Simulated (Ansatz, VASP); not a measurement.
Two plane-wave programs on Pd

The input INCAR:

```
PREC = Accurate ; ENCUT = 520
EDIFF = 1E-7 ; ISMEAR = -1
SIGMA = 0.1 ; LREAL = F
LASPH = T ; NELM = 80
ALGO = Normal ; ISIF = 2
LWAVE = F ; LCHARG = F
GGA = B5 ; ALDAX = 1.0
AGGAX = 1.0 ; AGGAC = 1.0
ALDAC = 0.0 ; NBANDS = 11
```

KPOINTS

```
Automatic mesh
0
Gamma
  13 13 13
```

File POSCAR:

```
Pd
1.0
    2.6336254279      0.0000000000      0.0000000000
    0.0000000000      2.6336254279      0.0000000000
    0.0000000000      0.0000000000      2.6336254279
Pd
1
Direct
    0.0000000000      0.0000000000      0.0000000000
```

Input for Ansatz:

```yaml
crystal:
  lattice:
    - [2.6336254279, 0.0, 0.0]
    - [0.0, 2.6336254279, 0.0]
    - [0.0, 0.0, 2.6336254279]
  atoms:
    - { symbol: Pd, position: [0.0, 0.0, 0.0] }
hamiltonian:
  xc: blyp
  pseudopotentials:
    kind: paw
    azcp:
      Pd: "pseudopotentials/Pd.paw.azcp"
basis:
  ecutwfc: 420
  fft_grid_basis: typed
kpoints:
  mp_grid: { grid: [13, 13, 13], shift: [0, 0, 0] }
magnetization:
  spin_polarized: false
scf:
  occupations: { method: fermi_dirac, width: 0.1 }
  lower_state_search: "off"
output:
  stress: true
```

Alike in both runs: task single point; functional BLYP; k mesh 13 × 13 × 13; occupations fermi-dirac, width 0.1 eV; no spin polarisation.

|  | VASP | Ansatz |
| --- | --- | --- |
| version | VASP 6.6.1 | Ansatz 0.2.0 |
| potentials or method | VASP PAW PBE potentials, release 64 (Pd) | plane waves (420 eV) with PAW, scalar-relativistic |
| plane-wave cutoff (eV) | 520 | 420 |
| valence electrons in the cell | 10 | 18 |

|  | VASP | Ansatz | Ansatz less VASP |
| --- | --- | --- | --- |
| pressure (GPa) | 4.6 | 4.4 | -0.21 |

The functional is the same, so the differences come from potentials, cutoffs and numerics. The two sets of potentials don't hold the same shells in valence.

Caveats: the PAW data sets were made with another functional, which shifts forces and pressure a little (VASP).
